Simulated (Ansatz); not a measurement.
Input and command of a calculation in Ansatz (plane waves; scalar-relativistic PAW potentials unless the input names others):

```yaml
crystal:
  lattice:
    - [3.4863778627, 0.0, 0.0]
    - [-1.7431889314, 3.0192917963, 0.0]
    - [0.0, 0.0, 4.17804122]
  atoms:
    - { symbol: Mg, position: [0.6666666667, 0.3333333333, 0.75] }
    - { symbol: Mg, position: [0.3333333333, 0.6666666667, 0.25] }
    - { symbol: O, position: [0.6666666667, 0.3333333333, 0.1961470129] }
    - { symbol: O, position: [0.3333333333, 0.6666666667, 0.75] }
basis:
  ecutwfc: 420
kpoints:
  mp_grid: { grid: [6, 6, 6] }
hamiltonian:
  xc: pbe
scf:
  occupations: { method: gaussian, width: 0.05 }
  max_iter: 2
output:
  forces: true
  eigenvalues: true
  stress: true
```

```bash
ansatz run input.yaml --threads 1 --pin off --max-ram 2560MiB --backend cpu --events-out ev --progress --plain --runs-dir out
```

Abridged log:
```
Basis set: ecut = 420 eV, 823 PW (Γ), exchange–correlation on 48×48×60 points (8 copies of the dense FFT grid, shifted against one another)
Bands: 20, of which v1, the nominal top of the filled ones, is band 16 counted from 1 (15 counted from 0)
Symmetry: 6 space group operations
k-points: 34 of 216 (time reversal used)
SCF iter   1: F=—  HF=-4987.799510 eV  |F-HF|=—  |Δ(HF+E_count)|=         —  Δρ=1.11e-3  dr2=2.78e-4  ethr=1.77e-3  ⟨swp⟩=4.1  Hψ=6692  notcnv=0
SCF iter   2: F=—  HF=-4987.799809 eV  |F-HF|=—  |Δ(HF+E_count)|=   2.98e-4  Δρ=5.82e-4  dr2=8.18e-5  ethr=8.70e-7  ⟨swp⟩=2.6  Hψ=3040  notcnv=0
```

What should be changed?

The fault is too few SCF iterations (scf.max_iter: not typed → 2, the first being the value of the sound run). Setting it back cures it. The log, from which this was withheld above, says: «Error: did not converge after 2 iterations: dr2 = 8.18e-5 (threshold 1.00e-7), under the density mixer `msr1`, which `scf.mixing.algorithm: auto` chose by the deck's other keys (type `scf.mixing.algorithm: msr1` to keep it); raise `scf.max_iter`, which need not help a stalled SCF, or adjust the mixing (`scf.mixing`) or, under a smearing, its width (`scf.occupations.width` …» The run stopped without converging. A reference run from the same start on usual settings converged with pressure 7.22 GPa, largest force 3.070 eV/Å, gap on the mesh 3.46 eV.

The run took 3.2 s on 1 thread of Intel(R) Xeon(R) Processor @ 2.50GHz (Skylake/Cascade Lake), with other jobs on the host, peak memory 0.29 GiB.